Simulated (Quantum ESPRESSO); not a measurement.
Crystal: PbSe (Clausthalite).

```
Pb Se
1.0
     0.00000    3.06065    3.06065
     3.06065    0.00000    3.06065
     3.06065    3.06065    0.00000
Pb Se
1 1
Direct
  0.00000 0.00000 0.00000
  0.50000 0.50000 0.50000
```

Base run:

```yaml
Program: Quantum ESPRESSO 7.5
Functional: LDA
Potentials_or_basis: GBRV 1.5 LDA
Cutoff: 612 eV
Density_cutoff: 4898 eV
k_mesh: 8 × 8 × 8, shifted
Occupations: fermi-dirac, width 0.05 eV
Spin: no spin polarisation
```

Its results: pressure -2.3 GPa.

Q: The run is repeated on the same cell with these changes: k mesh from 8 × 8 × 8, shifted to 2 × 2 × 2, shifted. What comes out?

A: Pressure -4.9 GPa.

Caveats: some runs use coarse meshes; the cell is more than 3 GPa from zero pressure, which shifts response properties (some runs).
